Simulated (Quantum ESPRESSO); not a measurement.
# Cu: equation of state with r2SCAN

Crystal: Cu.

```
CELL_PARAMETERS angstrom
0.00000 1.80750 1.80750
1.80750 0.00000 1.80750
1.80750 1.80750 0.00000
ATOMIC_POSITIONS crystal
Cu 0.00000 0.00000 0.00000
```

```yaml
Program: Quantum ESPRESSO 7.5
Task: equation of state
Functional: r2SCAN
Potentials_or_basis: SG15 PBE 1.2
Cutoff: 1197 eV
Density_cutoff: 4789 eV
k_mesh: 10 × 10 × 10
Occupations: fermi-dirac, width 0.05 eV
Spin: no spin polarisation
```

```json
{
 "Equilibrium volume": "11.52 Å³/atom",
 "Bulk modulus": "154 GPa",
 "Pressure derivative of the bulk modulus": "5.2"
}
```

Energy against volume, from the lowest point:
```csv
volume (Å³/atom),energy (meV/atom)
11.102,7.66
11.338,1.27
11.574,0.00
11.810,3.28
12.047,10.53
12.283,21.30
12.519,35.17
```

All runs of the series together: 22 min on 2 threads of Arm Neoverse V1, with other jobs on the host.

Caveat: the k mesh is coarse; the potentials were made for another functional, which shifts forces and pressure.
